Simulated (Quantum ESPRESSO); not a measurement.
# ZnS (Wurtzite-2H) (P6_3mc) in Quantum ESPRESSO: band structure with r2SCAN

Aim: the band structure of ZnS (Wurtzite-2H) with r2SCAN.

Everything below comes from runs of Quantum ESPRESSO 7.5. Logs are shortened: lines on timing, memory, paths and dates and some standing lists are left out, and cuts for length are marked.

**The experiment to reproduce.**

From a printed reference work, monograph, for a bulk crystal of ZnS at 4 K: band gap 3.911 eV (direct).

The runs below are set against these values where they give the same quantity.

**1. The structure**

The structure is hexagonal, space group P6_3mc (No. 186). The conventional cell has a = 3.811 Å, b = 3.811 Å, c = 6.234 Å, α = 90.00°, β = 90.00°, γ = 120.00°. Around Zn (site symmetry 3m) lie 4 S at 2.31 to 2.40 Å. S (site symmetry 3m) is surrounded by 4 Zn at 2.31 to 2.40 Å.

**2. Band structure, r2SCAN**

pw.in reads:

```
&CONTROL
  calculation = 'scf'
  prefix = 'pwscf'
  outdir = './tmp'
  pseudo_dir = './pseudo'
  tprnfor = .true.
  tstress = .true.
  disk_io = 'low'
/
&SYSTEM
  ibrav = 0
  celldm(1) = 8
  nat = 4
  ntyp = 2
  ecutwfc = 70
  nbnd = 36
  input_dft = 'r2scan'
  occupations = 'smearing'
  smearing = 'fd'
  degauss = 0.00367493
  nosym = .true.
/
&ELECTRONS
  conv_thr = 1d-08
  electron_maxstep = 120
  mixing_beta = 0.5
/
ATOMIC_SPECIES
Zn    65.3800 Zn_ONCV_PBE-1.2.upf
S     32.0600 S_ONCV_PBE-1.2.upf
CELL_PARAMETERS alat
  0.9002182826186   0.0000000000000   0.0000000000000
 -0.4501091413093   0.7796119016936   0.0000000000000
  0.0000000000000   0.0000000000000   1.4725690826146
ATOMIC_POSITIONS crystal
Zn     0.6666666667    0.3333333333    0.5000000000
Zn     0.3333333333    0.6666666667    0.0000000000
S      0.6666666667    0.3333333333    0.8850000000
S      0.3333333333    0.6666666667    0.3850000000
K_POINTS automatic
6 6 4 0 0 0
```

bands.in reads:

```
&CONTROL
  calculation = 'bands'
  prefix = 'pwscf'
  outdir = './tmp'
  pseudo_dir = './pseudo'
  disk_io = 'low'
  verbosity = 'high'
/
&SYSTEM
  ibrav = 0
  celldm(1) = 8
  nat = 4
  ntyp = 2
  ecutwfc = 70
  nbnd = 36
  input_dft = 'r2scan'
  occupations = 'smearing'
  smearing = 'fd'
  degauss = 0.00367493
  nosym = .true.
/
&ELECTRONS
  conv_thr = 1d-08
  electron_maxstep = 120
  mixing_beta = 0.5
  diago_full_acc = .true.
  startingwfc = 'random'
/
ATOMIC_SPECIES
Zn    65.3800 Zn_ONCV_PBE-1.2.upf
S     32.0600 S_ONCV_PBE-1.2.upf
CELL_PARAMETERS alat
  0.9002182826186   0.0000000000000   0.0000000000000
 -0.4501091413093   0.7796119016936   0.0000000000000
  0.0000000000000   0.0000000000000   1.4725690826146
ATOMIC_POSITIONS crystal
Zn     0.6666666667    0.3333333333    0.5000000000
Zn     0.3333333333    0.6666666667    0.0000000000
S      0.6666666667    0.3333333333    0.8850000000
S      0.3333333333    0.6666666667    0.3850000000
K_POINTS crystal
60
 0.0000000000  0.0000000000  0.0000000000 1
 0.0625000000  0.0000000000  0.0000000000 1
 0.1250000000  0.0000000000  0.0000000000 1
 0.1875000000  0.0000000000  0.0000000000 1
 0.2500000000  0.0000000000  0.0000000000 1
 0.3125000000  0.0000000000  0.0000000000 1
 0.3750000000  0.0000000000  0.0000000000 1
 0.4375000000  0.0000000000  0.0000000000 1
 0.5000000000  0.0000000000  0.0000000000 1
 0.4583333333  0.0833333333  0.0000000000 1
 0.4166666667  0.1666666667  0.0000000000 1
 0.3750000000  0.2500000000  0.0000000000 1
 0.3333333333  0.3333333333  0.0000000000 1
 0.2962962963  0.2962962963  0.0000000000 1
 0.2592592593  0.2592592593  0.0000000000 1
 0.2222222222  0.2222222222  0.0000000000 1
 0.1851851852  0.1851851852  0.0000000000 1
 0.1481481481  0.1481481481  0.0000000000 1
 0.1111111111  0.1111111111  0.0000000000 1
 0.0740740741  0.0740740741  0.0000000000 1
 0.0370370370  0.0370370370  0.0000000000 1
 0.0000000000  0.0000000000  0.0000000000 1
 0.0000000000  0.0000000000  0.1250000000 1
 0.0000000000  0.0000000000  0.2500000000 1
 0.0000000000  0.0000000000  0.3750000000 1
 0.0000000000  0.0000000000  0.5000000000 1
 0.0625000000  0.0000000000  0.5000000000 1
 0.1250000000  0.0000000000  0.5000000000 1
 0.1875000000  0.0000000000  0.5000000000 1
 0.2500000000  0.0000000000  0.5000000000 1
 0.3125000000  0.0000000000  0.5000000000 1
 0.3750000000  0.0000000000  0.5000000000 1
 0.4375000000  0.0000000000  0.5000000000 1
 0.5000000000  0.0000000000  0.5000000000 1
 0.4666666667  0.0666666667  0.5000000000 1
 0.4333333333  0.1333333333  0.5000000000 1
 0.4000000000  0.2000000000  0.5000000000 1
 0.3666666667  0.2666666667  0.5000000000 1
 0.3333333333  0.3333333333  0.5000000000 1
 0.3000000000  0.3000000000  0.5000000000 1
 0.2666666667  0.2666666667  0.5000000000 1
 0.2333333333  0.2333333333  0.5000000000 1
 0.2000000000  0.2000000000  0.5000000000 1
 0.1666666667  0.1666666667  0.5000000000 1
 0.1333333333  0.1333333333  0.5000000000 1
 0.1000000000  0.1000000000  0.5000000000 1
 0.0666666667  0.0666666667  0.5000000000 1
 0.0333333333  0.0333333333  0.5000000000 1
 0.0000000000  0.0000000000  0.5000000000 1
 0.5000000000  0.0000000000  0.5000000000 1
 0.5000000000  0.0000000000  0.3750000000 1
 0.5000000000  0.0000000000  0.2500000000 1
 0.5000000000  0.0000000000  0.1250000000 1
 0.5000000000  0.0000000000  0.0000000000 1
 0.3333333333  0.3333333333  0.0000000000 1
 0.3333333333  0.3333333333  0.1000000000 1
 0.3333333333  0.3333333333  0.2000000000 1
 0.3333333333  0.3333333333  0.3000000000 1
 0.3333333333  0.3333333333  0.4000000000 1
 0.3333333333  0.3333333333  0.5000000000 1
```

Potentials or basis: SG15 PBE 1.2.

Run with:

```console
$ OMP_NUM_THREADS=1 mpirun -n 4 pw.x -nk 2 -in pw.in > pw.out
$ OMP_NUM_THREADS=1 mpirun -n 4 pw.x -nk 4 -in bands.in > bands.out
```

pw.out:

```text
This program is part of the open-source Quantum ESPRESSO suite
     for quantum simulation of materials; please cite
         "P. Giannozzi et al., J. Phys.:Condens. Matter 21 395502 (2009);
         "P. Giannozzi et al., J. Phys.:Condens. Matter 29 465901 (2017);
         "P. Giannozzi et al., J. Chem. Phys. 152 154105 (2020);
     in publications or presentations arising from this work. More details at

     IMPORTANT: XC functional enforced from input :
     Exchange-correlation= R2SCAN
                           (   0   0   0   0   0 497 498)
     Any further DFT definition will be discarded
     Please, verify this is what you really want

     K-points division:     npool     =       2
     Subspace diagonalization in iterative solution of the eigenvalue problem:
     a serial algorithm will be used

     --------------------
     sticks:   dense  smooth     PW     G-vecs:    dense   smooth      PW
     Min         501     501    156                20953    20953    3581
     Max         502     502    157                20960    20960    3582
     Sum        1003    1003    313                41913    41913    7163

     Using Slab Decomposition

     bravais-lattice index     =            0
     lattice parameter (alat)  =       8.0000  a.u.
     unit-cell volume          =     529.1416 (a.u.)^3
     number of atoms/cell      =            4
     number of atomic types    =            2
     number of electrons       =        52.00
     number of Kohn-Sham states=           36
     kinetic-energy cutoff     =      70.0000  Ry
     charge density cutoff     =     280.0000  Ry
     scf convergence threshold =      1.0E-08
     mixing beta               =       0.5000
     number of iterations used =            8  plain     mixing
     Exchange-correlation= R2SCAN
                           (   0   0   0   0   0 497 498)

     celldm(1)=   8.000000  celldm(2)=   0.000000  celldm(3)=   0.000000
     celldm(4)=   0.000000  celldm(5)=   0.000000  celldm(6)=   0.000000

     crystal axes: (cart. coord. in units of alat)
               a(1) = (   0.900218   0.000000   0.000000 )
               a(2) = (  -0.450109   0.779612   0.000000 )
               a(3) = (   0.000000   0.000000   1.472569 )

     reciprocal axes: (cart. coord. in units 2 pi/alat)
               b(1) = (  1.110842  0.641345 -0.000000 )
               b(2) = (  0.000000  1.282689  0.000000 )
               b(3) = (  0.000000 -0.000000  0.679085 )

     PseudoPot. # 1 for Zn read from file:
     Zn_ONCV_PBE-1.2.upf
     Pseudo is Norm-conserving, Zval = 20.0
     Generated using ONCVPSP code by D. R. Hamann
     Using radial grid of  602 points,  6 beta functions with:
                l(1) =   0
                l(2) =   0
                l(3) =   1
                l(4) =   1
                l(5) =   2
                l(6) =   2

     PseudoPot. # 2 for S  read from file:
     S_ONCV_PBE-1.2.upf
     Pseudo is Norm-conserving, Zval =  6.0
     Generated using ONCVPSP code by D. R. Hamann
     Using radial grid of  602 points,  4 beta functions with:
                l(1) =   0
                l(2) =   0
                l(3) =   1
                l(4) =   1

     atomic species   valence    mass     pseudopotential
     Zn               20.00    65.38000     Zn( 1.00)
     S                 6.00    32.06000     S ( 1.00)

     No symmetry found

   Cartesian axes

     site n.     atom                  positions (alat units)
         1        Zn     tau(   1) = (   0.4501091   0.2598706   0.7362845  )
         2        Zn     tau(   2) = (  -0.0000000   0.5197413   0.0000000  )
         3        S      tau(   3) = (   0.4501091   0.2598706   1.3032236  )
         4        S      tau(   4) = (  -0.0000000   0.5197413   0.5669391  )

     number of k points=    76  Fermi-Dirac smearing, width (Ry)=  0.0037
                       cart. coord. in units 2pi/alat
        k(    1) = (   0.0000000   0.0000000   0.0000000), wk =   0.0138889
        k(    2) = (   0.0000000   0.0000000   0.1697713), wk =   0.0277778
        k(    3) = (   0.0000000   0.0000000  -0.3395426), wk =   0.0138889
        k(    4) = (   0.0000000   0.2137816   0.0000000), wk =   0.0277778
        k(    5) = (   0.0000000   0.2137816   0.1697713), wk =   0.0277778
        k(    6) = (   0.0000000   0.2137816  -0.3395426), wk =   0.0277778
[... 68 lines left out ...]
        k(   75) = (  -0.5554208  -0.9620171   0.1697713), wk =   0.0277778
        k(   76) = (  -0.5554208  -0.9620171  -0.3395426), wk =   0.0138889

     Dense  grid:    41913 G-vectors     FFT dimensions: (  40,  40,  64)

     WARNING: libxc functional with ID  497 depends
      on external parameters: check the user_guide of
      QE if you need to modify them or to check their
      default values.

     WARNING: libxc functional with ID  498 depends
      on external parameters: check the user_guide of
      QE if you need to modify them or to check their
      default values.

     Initial potential from superposition of free atoms

     starting charge      51.9339, renormalised to      52.0000
     Starting wfcs are random

     Self-consistent Calculation

     iteration #  1     ecut=    70.00 Ry     beta= 0.50
     Davidson diagonalization with overlap
     ethr =  1.00E-02,  avg # of iterations = 12.6

     total energy              =    -841.93470355 Ry
     estimated scf accuracy    <     380.19731789 Ry
[... 71 lines left out ...]
     iteration # 12     ecut=    70.00 Ry     beta= 0.50
     Davidson diagonalization with overlap
     ethr =  1.57E-10,  avg # of iterations =  1.6

     End of self-consistent calculation

          k = 0.0000 0.0000 0.0000 (  5275 PWs)   bands (ev):

  -121.3687-121.3687 -74.3960 -74.3960 -74.3960 -74.3960 -74.3932 -74.3931
    -6.4635  -5.5411   0.6000   0.6000   0.6670   0.6670   0.6792   1.0906
     1.0906   1.1685   1.1685   1.3502   2.0723   6.4387   6.4387   7.2942
     7.2942   7.3089  10.0706  10.8418  14.2298  14.2298  14.5659  15.5941
    15.5941  17.2115  18.0359  18.0359
[... 499 lines left out ...]
  -121.3687-121.3687 -74.3961 -74.3961 -74.3960 -74.3960 -74.3932 -74.3931
    -5.4771  -5.2506   0.6540   0.7699   0.7928   0.8856   0.9669   1.0181
     1.1466   1.1856   1.3078   1.3414   2.2299   2.7445   4.7499   5.1896
     5.9897   6.0973  11.3051  11.5342  13.5106  13.8056  15.5584  16.0607
    17.8122  18.8894  20.0044  21.2244

          k =-0.5554-0.3207-0.3395 (  5224 PWs)   bands (ev):

  -121.3687-121.3687 -74.3961 -74.3961 -74.3960 -74.3960 -74.3931 -74.3931
    -5.3593  -5.3593   0.6795   0.6795   0.8276   0.8276   0.9905   0.9905
     1.1617   1.1617   1.3419   1.3419   2.3214   2.3214   5.6212   5.6212
     5.7568   5.7568  11.3795  11.3795  12.9780  12.9780  16.9725  16.9725
    17.2219  17.2219  20.3817  20.3817
[... 11 lines left out ...]
  -121.3687-121.3687 -74.3961 -74.3961 -74.3960 -74.3960 -74.3932 -74.3931
    -5.4882  -5.2474   0.6972   0.7642   0.8400   0.8827   0.9449   0.9785
     1.1196   1.1299   1.2367   1.4482   2.4652   3.0652   4.3783   4.9600
     5.4659   6.0987  12.0458  12.8160  13.5039  14.0364  14.8441  16.2597
    17.0905  17.9043  18.8444  20.1522

          k =-0.5554-0.1069-0.3395 (  5242 PWs)   bands (ev):

  -121.3687-121.3687 -74.3961 -74.3961 -74.3960 -74.3960 -74.3931 -74.3931
    -5.3637  -5.3637   0.7313   0.7313   0.8278   0.8278   0.9342   0.9342
     1.1356   1.1356   1.3243   1.3243   2.6405   2.6405   4.8910   4.8910
     5.9148   5.9148  12.1134  12.1134  13.7078  13.7078  15.4685  15.4685
    17.0979  17.0979  19.8496  19.8496

          k =-0.5554-0.1069-0.1698 (  5230 PWs)   bands (ev):

  -121.3687-121.3687 -74.3961 -74.3961 -74.3960 -74.3960 -74.3932 -74.3931
    -5.4882  -5.2474   0.6972   0.7642   0.8400   0.8827   0.9449   0.9785
     1.1196   1.1299   1.2367   1.4482   2.4652   3.0652   4.3783   4.9600
     5.4659   6.0987  12.0458  12.8160  13.5039  14.0364  14.8441  16.2597
    17.0905  17.9043  18.8444  20.1522

          k =-0.5554 0.1069 0.0000 (  5227 PWs)   bands (ev):

  -121.3687-121.3687 -74.3961 -74.3961 -74.3960 -74.3960 -74.3932 -74.3931
    -5.5416  -5.2023   0.6841   0.7606   0.8924   0.9141   0.9616   1.0216
     1.0994   1.1090   1.2209   1.5028   2.5457   3.3333   4.0821   4.4850
     5.7257   5.8299  12.5719  12.7627  13.0325  14.9051  15.0613  16.4218
    17.0844  17.7290  19.2041  19.9476

          k =-0.5554 0.1069 0.1698 (  5230 PWs)   bands (ev):

  -121.3687-121.3687 -74.3961 -74.3961 -74.3960 -74.3960 -74.3932 -74.3931
    -5.4882  -5.2474   0.6972   0.7642   0.8400   0.8827   0.9449   0.9785
     1.1196   1.1299   1.2367   1.4482   2.4652   3.0652   4.3783   4.9600
     5.4659   6.0987  12.0458  12.8160  13.5039  14.0364  14.8441  16.2597
    17.0905  17.9043  18.8444  20.1522

          k =-0.5554 0.1069-0.3395 (  5242 PWs)   bands (ev):

  -121.3687-121.3687 -74.3961 -74.3961 -74.3960 -74.3960 -74.3931 -74.3931
    -5.3637  -5.3637   0.7313   0.7313   0.8278   0.8278   0.9342   0.9342
     1.1356   1.1356   1.3243   1.3243   2.6405   2.6405   4.8910   4.8910
     5.9148   5.9148  12.1134  12.1134  13.7078  13.7078  15.4685  15.4685
    17.0979  17.0979  19.8496  19.8496

          k =-0.5554 0.1069-0.1698 (  5230 PWs)   bands (ev):

  -121.3687-121.3687 -74.3961 -74.3961 -74.3960 -74.3960 -74.3932 -74.3931
    -5.4882  -5.2474   0.6972   0.7642   0.8400   0.8827   0.9449   0.9785
     1.1196   1.1299   1.2367   1.4482   2.4652   3.0652   4.3783   4.9600
     5.4659   6.0987  12.0458  12.8160  13.5039  14.0364  14.8441  16.2597
    17.0905  17.9043  18.8444  20.1522
[... 11 lines left out ...]
  -121.3687-121.3687 -74.3961 -74.3961 -74.3960 -74.3960 -74.3932 -74.3931
    -5.4771  -5.2506   0.6540   0.7699   0.7928   0.8856   0.9669   1.0181
     1.1466   1.1856   1.3078   1.3414   2.2299   2.7445   4.7499   5.1896
     5.9897   6.0973  11.3051  11.5342  13.5106  13.8056  15.5584  16.0607
    17.8122  18.8894  20.0044  21.2244

          k =-0.5554-0.9620-0.3395 (  5224 PWs)   bands (ev):

  -121.3687-121.3687 -74.3961 -74.3961 -74.3960 -74.3960 -74.3931 -74.3931
    -5.3593  -5.3593   0.6795   0.6795   0.8276   0.8276   0.9905   0.9905
     1.1617   1.1617   1.3419   1.3419   2.3214   2.3214   5.6212   5.6212
     5.7568   5.7568  11.3795  11.3795  12.9780  12.9780  16.9725  16.9725
    17.2219  17.2219  20.3817  20.3817

     the Fermi energy is     8.8235 ev

!    total energy              =    -842.02280864 Ry
     estimated scf accuracy    <          4.4E-09 Ry
     smearing contrib. (-TS)   =      -0.00000000 Ry
     internal energy E=F+TS    =    -842.02280864 Ry

     The total energy is F=E-TS. E is the sum of the following terms:
     one-electron contribution =    -675.99074284 Ry
     hartree contribution      =     346.01746443 Ry
     xc contribution           =     -82.43446538 Ry
     ewald contribution        =    -429.61506485 Ry

     convergence has been achieved in  12 iterations

     Forces acting on atoms (cartesian axes, Ry/au):

     atom    1 type  1   force =    -0.00000006    0.00000000    0.01240812
     atom    2 type  1   force =     0.00000016    0.00000011    0.01239668
     atom    3 type  2   force =    -0.00000031   -0.00000021   -0.01240335
     atom    4 type  2   force =     0.00000020    0.00000010   -0.01240144

     Total force =     0.024805     Total SCF correction =     0.000033

     Computing stress (Cartesian axis) and pressure

          total   stress  (Ry/bohr**3)                   (kbar)     P=        7.99
   0.00010524   0.00000000   0.00000000           15.48        0.00        0.00
   0.00000000   0.00010524  -0.00000000            0.00       15.48       -0.00
   0.00000000  -0.00000000  -0.00004757            0.00       -0.00       -7.00

=------------------------------------------------------------------------------=
   JOB DONE.
=------------------------------------------------------------------------------=
```

It took 6.1 min on 4 MPI ranks of Arm Neoverse V1, shared host; peak memory 0.52 GiB.

What came out:

* Free energy: -11456.3039 eV
* Pressure: 0.8 GPa
* Largest force: 0.319 eV/Å
* Band gap on the k mesh: 2.76 eV, direct
* Band gap along the path: 2.76 eV, direct

Forces in eV/Å, atoms in the order of the input:
```
Zn   0.000  0.000  0.319
Zn   0.000  0.000  0.319
S    0.000  0.000 -0.319
S    0.000  0.000 -0.319
```

Levels at the corners of the path, in eV from the valence-band top:
```
point  band 24  band 25  band 26  band 27  band 28  band 29
    Γ    -0.01    -0.01     0.00     2.76     3.53     6.92
    M    -2.29    -1.58    -1.00     4.06     4.81     5.58
    K    -2.26    -2.24    -2.24     4.82     6.55     6.55
    Γ    -0.01    -0.01     0.00     2.76     3.53     6.92
    A    -0.46    -0.46    -0.46     4.06     4.06     7.35
    L    -1.69    -1.55    -1.55     4.07     4.07     5.67
    H    -3.17    -1.27    -1.27     5.09     5.09     6.89
    A    -0.46    -0.46    -0.46     4.06     4.06     7.35
    L    -1.69    -1.55    -1.55     4.07     4.07     5.67
    M    -2.29    -1.58    -1.00     4.06     4.81     5.58
    K    -2.26    -2.24    -2.24     4.82     6.55     6.55
    H    -3.17    -1.27    -1.27     5.09     5.09     6.89
```

Caveat: the potentials were made for another functional, which shifts forces and pressure.

**3. The reference run**

An earlier run on the cell as given: functional PBE; potentials or basis SSSP 1.3 efficiency PBE; cutoff 748 eV; density cutoff 5987 eV; k mesh 8 × 8 × 5; occupations fermi-dirac, width 0.05 eV; no spin polarisation.

- Pressure: 2.4 GPa
- Largest force: 0.320 eV/Å
- Band gap on the k mesh: 2.24 eV, direct

**4. Against experiment**

Step 2. Against the measured gap of ZnS, 3.911 eV (direct; 4 K; a printed reference work, monograph), the calculated 2.76 eV is off by -1.15 eV. The value is that of r2SCAN, without temperature or zero-point motion.
